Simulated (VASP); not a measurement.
# V (Im-3m) in VASP: single point with HSE06

Aim: the single point of V with HSE06.

Program: VASP 6.6.1. These are calculated values, not measurements. Logs are shortened: lines on timing, memory, paths and dates and some standing lists are left out, and cuts for length are marked.

## Step 1: Starting point

It takes space group Im-3m (No. 229, cubic). The conventional cell has a = 2.959 Å, b = 2.959 Å, c = 2.959 Å, α = 90.00°, β = 90.00°, γ = 90.00°. V (site symmetry m-3m) is surrounded by 8 V at 2.56 Å.

## Step 2: Single point, HSE06

The input, POSCAR:

```
V
1.0
   -1.4796800000      1.4796800000      1.4796800000
    1.4796800000     -1.4796800000      1.4796800000
    1.4796800000      1.4796800000     -1.4796800000
V
1
Direct
    1.0000000000      0.0000000000      1.0000000000
```

The input, INCAR.step1:

```
ALGO = Normal
EDIFF = 1E-5
ENCUT = 520
GGA = PE
ISIF = 2
ISMEAR = 0
LASPH = True
LCHARG = False
LREAL = False
LWAVE = True
NELM = 60
PREC = Accurate
SIGMA = 0.1
```

The input, INCAR.step2:

```
ALGO = Normal
EDIFF = 1E-7
ENCUT = 520
GGA = PE
HFSCREEN = 0.2
ISIF = 2
ISMEAR = 0
ISTART = 1
LASPH = True
LCHARG = False
LHFCALC = True
LREAL = False
LWAVE = False
NELM = 60
PREC = Accurate
PRECFOCK = Fast
SIGMA = 0.1
```

The input, KPOINTS:

```
k-points
0
Gamma
  10 10 10
```

Potentials or basis: VASP PAW PBE potentials, release 64 (V_sv).

Started as:

```
$ cat potpaw_PBE.64/V_sv/POTCAR > POTCAR
$ cp INCAR.step1 INCAR
$ mpirun -np 1 vasp_std > vasp.out
$ cp INCAR.step2 INCAR
$ mpirun -np 1 vasp_std > vasp.out
```

OUTCAR:

```text
EDIFF = 1E-7
   ENCUT = 520
   GGA = PE
   HFSCREEN = 0.2
   ISIF = 2
   ISMEAR = 0
   ISTART = 1
   LASPH = True
   LHFCALC = True
   LREAL = False
   NELM = 60
   PREC = Accurate
   PRECFOCK = Fast

 ion  position               nearest neighbor table
   1  0.000  0.000  0.000-

  LATTYP: Found a body centered cubic cell.
 ALAT       =     2.9593600000

  Lattice vectors:

 A1 = (  -1.4796800000,   1.4796800000,   1.4796800000)
 A2 = (   1.4796800000,  -1.4796800000,   1.4796800000)
 A3 = (   1.4796800000,   1.4796800000,  -1.4796800000)

Analysis of symmetry for initial positions (statically):
=====================================================================
 Subroutine PRICEL returns:
 Original cell was already a primitive cell.

 Routine SETGRP: Setting up the symmetry group for a
 body centered cubic supercell.

 Subroutine GETGRP returns: Found 48 space group operations
 (whereof 48 operations were pure point group operations)
 out of a pool of 48 trial point group operations.

The static configuration has the point symmetry O_h .

Analysis of symmetry for dynamics (positions and initial velocities):
=====================================================================
 Subroutine PRICEL returns:
 Original cell was already a primitive cell.

 Routine SETGRP: Setting up the symmetry group for a
 body centered cubic supercell.

 Subroutine GETGRP returns: Found 48 space group operations
 (whereof 48 operations were pure point group operations)
 out of a pool of 48 trial point group operations.

The dynamic configuration has the point symmetry O_h .

 Subroutine INISYM returns: Found 48 space group operations
 (whereof 48 operations are pure point group operations),
 and found     1 'primitive' translations

----------------------------------------------------------------------------------------

                                     Primitive cell

  volume of cell :      12.9588

  direct lattice vectors                    reciprocal lattice vectors
    -1.479680000  1.479680000  1.479680000     0.000000000  0.337910900  0.337910900
     1.479680000 -1.479680000  1.479680000     0.337910900  0.000000000  0.337910900
     1.479680000  1.479680000 -1.479680000     0.337910900  0.337910900  0.000000000

  length of vectors
[... 90 lines left out ...]
   PSTRESS=    0.0 pullay stress
   NELECT =      13.0000    total number of electrons
   NUPDOWN=      -1.0000    fix difference up-down
   EMIN   =  10.00;   EMAX   =-10.00  energy-range for DOS
   EFERMI =   0.00;   METHOD = LEGACY
   ISMEAR =     0;   SIGMA  =   0.10  broadening in eV -4-tet -1-fermi 0-gaus
   EFERMI_NEDOS =   21; number of points for ismear=-14 and -15
   IALGO  =     38    algorithm
   IMIX   =      1    mixing-type and parameters
     AMIX     =   0.40;   BMIX     =  1.00
     AMIX_MAG =   1.60;   BMIX_MAG =  1.00
  volume/ion in A,a.u.               =      12.96        87.45
  Fermi-wavevector in a.u.,A,eV,Ry     =   1.638833  3.096946 36.542187  2.685775
  Thomas-Fermi vector in A             =   2.729740
   LORBIT       =      0    0 simple, 1 ext, 2 COOP (PROOUT), +10 PAW based schemes
   GGA     = PE    functional components
   LHFCALC =     T    Hartree Fock is set to
   PRECFOCK=fast      Normal, Fast or Accurate (Low or Medium for compatibility)
   ENCUT4O =  -1.0   cutoff for four orbital integrals eV
   NKREDX  =     1    reduce k-point grid by
   NKREDY  =     1    reduce k-point grid by
   NKREDZ  =     1    reduce k-point grid by
   AEXX    =    0.2500 exact exchange contribution
   HFSCREEN=    0.2000 screening length (either q_TF or 0.3 A-1)
   HFSCREENC=   0.2000 screening length for correlation (either q_TF or 0.3 A-1)
   ENCUTFOCK=  -1.0 apply spherical cutoff to Coloumb kernel
   IVDW    =     0    specifies the selected vdW correction
   LEPSILON=     F    determine dielectric tensor
   LRPA    =     F    only Hartree local field effects (RPA)
 non-spin polarized calculation
 Gauss-broadening in eV      SIGMA  =   0.10
  energy-cutoff  :      520.00
  volume of cell :       12.96
 maximum number of plane-waves:       370
  NGX = 14; NGY = 14; NGZ = 14

 number of electron      13.0000002 magnetization

 Free energy of the ion-electron system (eV)
  ---------------------------------------------------
  ext. energy  EPLUGINS =         0.00000000
  ---------------------------------------------------
  free energy    TOTEN  =       -10.90400067 eV

  energy without entropy =      -10.90174893  energy(sigma->0) =      -10.90287480

 E-fermi :  10.0673     XC(G=0): -10.6966

 val. band max:       10.0095581727   @ k =  -0.4000   0.4000   0.1000
 cond. band min:      10.1598704477   @ k =  -0.2000   0.3000   0.1000
 fundamental gap:      0.1503122750
 Fermi energy:        10.0672586257

 k-point     1 :       0.0000    0.0000    0.0000
  band No.  band energies     occupation
      1     -58.8001      2.00000
      2     -30.3128      2.00000
      3     -30.3128      2.00000
      4     -30.3128      2.00000
      5       2.1895      2.00000
      6      10.8664      0.00000
      7      10.8664      0.00000
      8      10.8664      0.00000
      9      13.5564      0.00000
     10      13.5564      0.00000
[... 287 lines left out ...]
 k-point    24 :      -0.3000    0.3000    0.1000
  band No.  band energies     occupation
      1     -58.6205      2.00000
      2     -31.0401      2.00000
      3     -30.5679      2.00000
      4     -30.3931      2.00000
      5       5.7212      2.00000
      6       9.5935      2.00000
      7       9.7782      1.99996
      8      12.4544      0.00000
      9      13.3367      0.00000
     10      14.1835      0.00000

 [... further k-points ...]

------------------------ aborting loop because EDIFF is reached ----------------------------------------

  FORCE on cell =-STRESS in cart. coord.  units (eV):
  Direction    XX          YY          ZZ          XY          YZ          ZX
  --------------------------------------------------------------------------------------
  -------------------------------------------------------------------------------------
  Total        0.2169892      0.2169892      0.2169892      0.0000000      0.0000000     -0.0000000
  in kB       26.8278147     26.8278147     26.8278147      0.0000000      0.0000000     -0.0000000
  external PRESSURE =      26.8278147 kB  Pullay stress =       0.0000000 kB

 VOLUME and BASIS-vectors are now :
 -----------------------------------------------------------------------------
  energy-cutoff  :      520.00
  volume of cell :       12.96
      direct lattice vectors                 reciprocal lattice vectors
    -1.479680000  1.479680000  1.479680000     0.000000000  0.337910900  0.337910900
     1.479680000 -1.479680000  1.479680000     0.337910900  0.000000000  0.337910900
     1.479680000  1.479680000 -1.479680000     0.337910900  0.337910900  0.000000000

 POSITION                                       TOTAL-FORCE (eV/Angst)
 -----------------------------------------------------------------------------------
      0.00000      0.00000      0.00000        -0.000000      0.000000     -0.000000
 -----------------------------------------------------------------------------------
    total drift:                                0.000000      0.000002      0.000002

  FREE ENERGIE OF THE ION-ELECTRON SYSTEM (eV)
  ---------------------------------------------------
  free  energy   TOTEN  =       -10.9040006722 eV

  energy  without entropy=      -10.9017489310  energy(sigma->0) =      -10.90287480
```

OUTCAR.step1:

```text
EDIFF = 1E-5
   ENCUT = 520
   GGA = PE
   ISIF = 2
   ISMEAR = 0
[... 529 lines left out ...]

 POSITION                                       TOTAL-FORCE (eV/Angst)
 -----------------------------------------------------------------------------------
      0.00000      0.00000      0.00000         0.000000     -0.000000      0.000000
 -----------------------------------------------------------------------------------
    total drift:                                0.000000     -0.000000      0.000000

  FREE ENERGIE OF THE ION-ELECTRON SYSTEM (eV)
  ---------------------------------------------------
  free  energy   TOTEN  =        -8.9795374961 eV

  energy  without entropy=       -8.9693123541  energy(sigma->0) =       -8.97442493
```

Wall time 40 min (1 thread of Intel Xeon Platinum 8488C (Sapphire Rapids), shared host); peak memory 0.24 GiB.

Results:

```yaml
Free_energy: -10.9040 eV
Pressure: 2.7 GPa
Band_gap_on_the_k_mesh: none (metal or under the smearing width)
```

Caveat: the PAW data sets were made with another functional, which shifts forces and pressure a little.
